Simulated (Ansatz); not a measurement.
Ti3O4:

```xyz
7
Lattice="-2.0659 2.0659 4.0891 2.0659 -2.0659 4.0891 2.0659 2.0659 -4.0891" Properties=species:S:1:pos:R:3 pbc="T T T"
Ti    0.0000    2.0659    2.0446
Ti    0.0000    0.0000    4.0891
Ti    2.0659    0.0000    2.0446
O     0.0000    0.0000    6.1818
O     0.0000    2.0659    0.0000
O     0.0000    0.0000    1.9964
O     2.0659    0.0000    0.0000
```

The cell comes from a database or a generator and needn't be the stable form of this composition.

Base run:

```yaml
Program: Ansatz 0.2.0
Functional: PBEsol
Potentials_or_basis: Ansatz PAW
Cutoff: 420 eV
Density_cutoff: 1680 eV
k_mesh: 9 × 9 × 9
Occupations: fermi-dirac, width 0.05 eV
Spin: no spin polarisation
```

Its results: band gap on the k mesh none (metal or under the smearing width); pressure -5.7 GPa; largest force 0.010 eV/Å.

Q: The run is repeated on the same cell with these changes: hubbard terms from none to Ti d U = 3 eV; hubbard projectors from none to ortho-atomic (the default). What comes out?

A: Band gap on the k mesh none (metal or under the smearing width); pressure -1.6 GPa; largest force 0.061 eV/Å.

Caveats: the PAW data sets come from PBE, with cores solved anew for the run's functional, which leaves a small shift of forces and pressure; semilocal functionals often make such compounds metallic where correlation or magnetic order opens a gap, which also shifts bond lengths (some runs); U without spin polarisation on a metal has little footing (some runs).

Not every run made on this cell is shown here.
